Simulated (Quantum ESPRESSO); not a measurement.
Here is a Quantum ESPRESSO 7.5 calculation.

File pw.in:

```
&CONTROL
  calculation = 'scf'
  prefix = 'pwscf'
  outdir = './tmp'
  pseudo_dir = './pseudo'
  tprnfor = .true.
  tstress = .true.
  disk_io = 'low'
/
&SYSTEM
  ibrav = 0
  nat = 2
  ntyp = 2
  ecutwfc = 88
  nbnd = 22
  input_dft = 'pbesol'
  occupations = 'smearing'
  smearing = 'fd'
  degauss = 0.00367493
/
&ELECTRONS
  conv_thr = 4d-10
  electron_maxstep = 120
  mixing_beta = 0.5
/
ATOMIC_SPECIES
Hf   178.4900 Hf_ONCV_PBE-1.2.upf
C     12.0110 C_ONCV_PBE-1.2.upf
CELL_PARAMETERS angstrom
   0.0000000000    2.3250000000    2.3250000000
   2.3250000000    0.0000000000    2.3250000000
   2.3250000000    2.3250000000    0.0000000000
ATOMIC_POSITIONS crystal
Hf     0.5000000000    0.5000000000    0.5000000000
C      0.0000000000    0.0000000000    0.0000000000
K_POINTS automatic
10 10 10 0 0 0
```

File bands.in:

```
&CONTROL
  calculation = 'bands'
  prefix = 'pwscf'
  outdir = './tmp'
  pseudo_dir = './pseudo'
  disk_io = 'low'
  verbosity = 'high'
/
&SYSTEM
  ibrav = 0
  nat = 2
  ntyp = 2
  ecutwfc = 88
  nbnd = 22
  input_dft = 'pbesol'
  occupations = 'smearing'
  smearing = 'fd'
  degauss = 0.00367493
/
&ELECTRONS
  conv_thr = 1d-08
  electron_maxstep = 120
  mixing_beta = 0.5
  diago_full_acc = .true.
  startingwfc = 'random'
/
ATOMIC_SPECIES
Hf   178.4900 Hf_ONCV_PBE-1.2.upf
C     12.0110 C_ONCV_PBE-1.2.upf
CELL_PARAMETERS angstrom
   0.0000000000    2.3250000000    2.3250000000
   2.3250000000    0.0000000000    2.3250000000
   2.3250000000    2.3250000000    0.0000000000
ATOMIC_POSITIONS crystal
Hf     0.5000000000    0.5000000000    0.5000000000
C      0.0000000000    0.0000000000    0.0000000000
K_POINTS crystal
60
 0.0000000000  0.0000000000  0.0000000000 1
 0.0625000000  0.0000000000  0.0625000000 1
 0.1250000000  0.0000000000  0.1250000000 1
 0.1875000000  0.0000000000  0.1875000000 1
 0.2500000000  0.0000000000  0.2500000000 1
 0.3125000000  0.0000000000  0.3125000000 1
 0.3750000000  0.0000000000  0.3750000000 1
 0.4375000000  0.0000000000  0.4375000000 1
 0.5000000000  0.0000000000  0.5000000000 1
 0.5000000000  0.0625000000  0.5625000000 1
 0.5000000000  0.1250000000  0.6250000000 1
 0.5000000000  0.1875000000  0.6875000000 1
 0.5000000000  0.2500000000  0.7500000000 1
 0.4375000000  0.3125000000  0.7500000000 1
 0.3750000000  0.3750000000  0.7500000000 1
 0.3375000000  0.3375000000  0.6750000000 1
 0.3000000000  0.3000000000  0.6000000000 1
 0.2625000000  0.2625000000  0.5250000000 1
 0.2250000000  0.2250000000  0.4500000000 1
 0.1875000000  0.1875000000  0.3750000000 1
 0.1500000000  0.1500000000  0.3000000000 1
 0.1125000000  0.1125000000  0.2250000000 1
 0.0750000000  0.0750000000  0.1500000000 1
 0.0375000000  0.0375000000  0.0750000000 1
 0.0000000000  0.0000000000  0.0000000000 1
 0.0625000000  0.0625000000  0.0625000000 1
 0.1250000000  0.1250000000  0.1250000000 1
 0.1875000000  0.1875000000  0.1875000000 1
 0.2500000000  0.2500000000  0.2500000000 1
 0.3125000000  0.3125000000  0.3125000000 1
 0.3750000000  0.3750000000  0.3750000000 1
 0.4375000000  0.4375000000  0.4375000000 1
 0.5000000000  0.5000000000  0.5000000000 1
 0.5250000000  0.4500000000  0.5250000000 1
 0.5500000000  0.4000000000  0.5500000000 1
 0.5750000000  0.3500000000  0.5750000000 1
 0.6000000000  0.3000000000  0.6000000000 1
 0.6250000000  0.2500000000  0.6250000000 1
 0.5833333333  0.2500000000  0.6666666667 1
 0.5416666667  0.2500000000  0.7083333333 1
 0.5000000000  0.2500000000  0.7500000000 1
 0.5000000000  0.2857142857  0.7142857143 1
 0.5000000000  0.3214285714  0.6785714286 1
 0.5000000000  0.3571428571  0.6428571429 1
 0.5000000000  0.3928571429  0.6071428571 1
 0.5000000000  0.4285714286  0.5714285714 1
 0.5000000000  0.4642857143  0.5357142857 1
 0.5000000000  0.5000000000  0.5000000000 1
 0.4821428571  0.4821428571  0.5357142857 1
 0.4642857143  0.4642857143  0.5714285714 1
 0.4464285714  0.4464285714  0.6071428571 1
 0.4285714286  0.4285714286  0.6428571429 1
 0.4107142857  0.4107142857  0.6785714286 1
 0.3928571429  0.3928571429  0.7142857143 1
 0.3750000000  0.3750000000  0.7500000000 1
 0.6250000000  0.2500000000  0.6250000000 1
 0.5937500000  0.1875000000  0.5937500000 1
 0.5625000000  0.1250000000  0.5625000000 1
 0.5312500000  0.0625000000  0.5312500000 1
 0.5000000000  0.0000000000  0.5000000000 1
```

Potentials or basis: SG15 PBE 1.2.

Launch:

```bash
$ OMP_NUM_THREADS=1 pw.x -in pw.in > pw.out
$ OMP_NUM_THREADS=1 pw.x -in bands.in > bands.out
```

Question: Predict the pressure.

Answer: -6.2 GPa.

Question: Estimate the band gap on the k mesh.

Answer: None (metal or under the smearing width).

Levels at the corners of the path, in eV from the Fermi level:
```tsv
point	band 13	band 14	band 15	band 16	band 17	band 18
Γ	1.03	1.03	1.03	1.27	1.27	1.27
X	-2.68	-1.90	-0.11	-0.11	5.27	6.66
W	-3.04	-2.80	-2.80	3.61	3.61	6.68
K	-3.60	-2.82	-1.68	1.50	5.70	6.10
Γ	1.03	1.03	1.03	1.27	1.27	1.27
L	-6.26	-3.06	-3.06	5.23	5.23	5.69
U	-3.60	-2.82	-1.68	1.50	5.70	6.10
W	-3.04	-2.80	-2.80	3.61	3.61	6.68
L	-6.26	-3.06	-3.06	5.23	5.23	5.69
K	-3.60	-2.82	-1.68	1.50	5.70	6.10
U	-3.60	-2.82	-1.68	1.50	5.70	6.10
X	-2.68	-1.90	-0.11	-0.11	5.27	6.66
```

Caveat: the potentials were made for another functional, which shifts forces and pressure; spin-orbit coupling is left out, which moves the levels of the heavy elements.
